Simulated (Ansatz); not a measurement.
## How much do the gradients of Cl depend on the method?

Cell: a computed structure from the Materials Project (it need not be an observed phase), taken as it stands.

```yaml
crystal:
  lattice:
    - [10.81555, 0.00000, 0.00000]
    - [0.00000, 10.81555, 0.00000]
    - [0.00000, 0.00000, 8.77994]
  atoms:
    - { symbol: Cl, position: [0.59743, 0.35734, 0.64413] }
    - { symbol: Cl, position: [0.90257, 0.85734, 0.35587] }
    - { symbol: Cl, position: [0.85734, 0.09743, 0.64413] }
    - { symbol: Cl, position: [0.14266, 0.90257, 0.64413] }
    - { symbol: Cl, position: [0.09743, 0.85734, 0.85587] }
    - { symbol: Cl, position: [0.40257, 0.35734, 0.14413] }
    - { symbol: Cl, position: [0.90257, 0.14266, 0.85587] }
    - { symbol: Cl, position: [0.59743, 0.64266, 0.14413] }
    - { symbol: Cl, position: [0.85734, 0.90257, 0.14413] }
    - { symbol: Cl, position: [0.40257, 0.64266, 0.64413] }
    - { symbol: Cl, position: [0.64266, 0.40257, 0.85587] }
    - { symbol: Cl, position: [0.35734, 0.40257, 0.35587] }
    - { symbol: Cl, position: [0.64266, 0.59743, 0.35587] }
    - { symbol: Cl, position: [0.35734, 0.59743, 0.85587] }
    - { symbol: Cl, position: [0.09743, 0.14266, 0.35587] }
    - { symbol: Cl, position: [0.14266, 0.09743, 0.14413] }
```

Atom numbers follow the list; atoms alike are taken as one site, whose name carries the number of the first.

First run. All values are calculated (Ansatz; DFT, PBE, plane waves and PAW, scalar-relativistic, 420 eV cutoff, Γ-centred 3×3×4 k-points, Fermi–Dirac smearing 0.05 eV), not measured.

| site | atom | V_zz (10²¹ V/m²) | η |
| --- | --- | --- | --- |
| Cl | 1 | 55.8 | 0.02 |

Second run. The same atoms and settings, except that the functional is r2SCAN and the cutoff is 500 eV.

Problem. What does the second run give?

Solution. 

```tsv
site	atom	V_zz	η	change of V_zz
Cl	1	56.2	0.02	+0.37
```

The largest change of V_zz is on Cl, from 55.8 to 56.2.

For the first run: The largest force is 0.5 eV/Å, so the atoms aren't at the calculated equilibrium and relaxing them would move these values.
